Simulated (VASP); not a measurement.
GaN, 2 atoms in the cell. It takes space group F-43m (No. 216, cubic). The conventional cell has a = 4.500 Å, b = 4.500 Å, c = 4.500 Å, α = 90.00°, β = 90.00°, γ = 90.00°. Ga (site symmetry -43m) has 4 N at 1.95 Å as nearest neighbours. N (site symmetry -43m) is surrounded by 4 Ga at 1.95 Å. The cell was built by a generator and needn't be a form met in nature.

| Item | Value |
| --- | --- |
| Program | VASP 6.6.1 |
| Task | single point |
| Functional | TB-mBJ |
| Potentials or basis | VASP PAW PBE potentials, release 64 (Ga_d, N) |
| Cutoff | 520 eV |
| k mesh | 8 × 8 × 8 |
| Occupations | fermi-dirac, width 0.05 eV |
| Spin | no spin polarisation |
| Further INCAR settings | ALGO = Normal; EDIFF = 1e-07; NBANDS = 16 |

Potentials or basis: VASP PAW PBE potentials, release 64 (Ga_d, N).

Command:

```bash
$ cat potpaw_PBE.64/Ga_d/POTCAR potpaw_PBE.64/N/POTCAR > POTCAR
$ cp INCAR.step1 INCAR
$ mpirun -np 1 vasp_std > vasp.out
$ cp INCAR.step2 INCAR
$ mpirun -np 1 vasp_std > vasp.out
```

Hardware: 1 thread of Intel(R) Xeon(R) Platinum 8488C (Sapphire Rapids), on a shared host.

Q: How long does it take, and how much memory?

A: Wall time 49 s on 1 thread of Intel(R) Xeon(R) Platinum 8488C (Sapphire Rapids) (shared host), peak memory 0.15 GiB. Counts: scf iterations 55, k points 29.
